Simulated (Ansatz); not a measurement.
The system is I.

```xyz
4
Lattice="3.6350 -2.3950 0.0000 3.6350 2.3950 0.0000 0.0000 0.0000 9.7934" Properties=species:S:1:pos:R:3 pbc="T T T"
I     3.6350   -0.7152    3.7646
I     3.6350    1.6799    1.1321
I     3.6350    0.7152    6.0288
I     3.6350   -1.6799    8.6613
```

Base run:

| Property | Result |
| --- | --- |
| Program | Ansatz 0.2.0 |
| Functional | HSE06 form with a typed share of exact exchange |
| Potentials or basis | Ansatz PAW |
| Cutoff | 420 eV (not typed: the program's choice for these potentials) |
| k mesh | 4 × 4 × 2 |
| Occupations | fermi-dirac, width 0.05 eV |
| Spin | no spin polarisation |

Its results: band gap on the k mesh 1.95 eV, indirect (least direct gap 2.14 eV); pressure 1.1 GPa; largest force 0.370 eV/Å.

The run is repeated on the same cell with these changes: screening (1/å) from 0.3 to 0.2. What comes out?

Band gap on the k mesh 2.16 eV, indirect (least direct gap 2.37 eV); pressure 1.0 GPa; largest force 0.295 eV/Å.

Caveats: spin-orbit coupling is left out, which moves the levels of the heavy elements; the PAW data sets come from PBE, with cores solved anew for the run's functional, which leaves a small shift of forces and pressure; the thresholds are loose for stress.

A k mesh can miss the band edges.
